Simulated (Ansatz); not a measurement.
**Deforming NaH**

```yaml
crystal:
  lattice:
    - [0.00000, 2.44000, 2.44000]
    - [2.44000, 0.00000, 2.44000]
    - [2.44000, 2.44000, 0.00000]
  atoms:
    - { symbol: Na, position: [0.00000, 0.00000, 0.00000] }
    - { symbol: H, position: [0.50000, 0.50000, 0.50000] }
```

Atoms are numbered in the order listed.

The cell is COD entry 9008680, as deposited and not checked against the literature; nothing was relaxed.

All numbers below come from DFT, PBE, PAW with Ansatz's default frozen-core files, scalar-relativistic (Ansatz 0.2.0).

Sampling and basis: a Γ-centred 9×9×9 k mesh, Fermi–Dirac smearing of 0.02 eV, cutoff 420 eV, no spin polarisation.

The unchanged cell is at -0.65 GPa.

Semilocal functionals give too small gaps.

x, y and z are the Cartesian axes of the cell as listed; fractional coordinates follow a strain, and an engineering shear is twice the off-diagonal strain component.

Vzz stands for the principal value of largest size of the field-gradient tensor, whatever its axis.

(1) One change gave: energy change +0.7 meV/atom; stress change (xx, yy, zz, yz, xz, xy) 0.29, 0.29, -0.48, 0.00, 0.00, 0.00 GPa, compression positive; Vzz in 10²¹ V/m²: Na1 0 → 0.26 (η = 0.00), H2 0 → -0.04 (η = 0.00); gap on the k mesh 4.01 → 3.97 eV. Which change was it?
A. xy engineering shear strain of -3 %
B. atom 1 (Na) moved by (0.0849, 0.0849, 0.0000) Å
C. z strained by +2 % at fixed volume

## Answers

(1) C. For xy engineering shear strain of -3 %: energy change +0.9 meV/atom; stress change (xx, yy, zz, yz, xz, xy) 0.01, 0.01, -0.02, 0.00, 0.00, 0.66 GPa, compression positive; Vzz in 10²¹ V/m²: Na1 0 → 0.09 (η = 0.80), H2 0 → 0.00 (η = 0.10); gap on the k mesh 4.01 → 3.90 eV. For atom 1 (Na) moved by (0.0849, 0.0849, 0.0000) Å: energy change +2.8 meV/atom; stress change (xx, yy, zz, yz, xz, xy) 0.18, 0.18, -0.03, 0.00, 0.00, -0.04 GPa, compression positive; change of the force on Na1 (-0.066, -0.066, 0.000) eV/Å; Vzz in 10²¹ V/m²: Na1 0 → -0.05 (η = 0.21), H2 0 → -0.01 (η = 0.13); gap on the k mesh 4.01 → 4.00 eV.
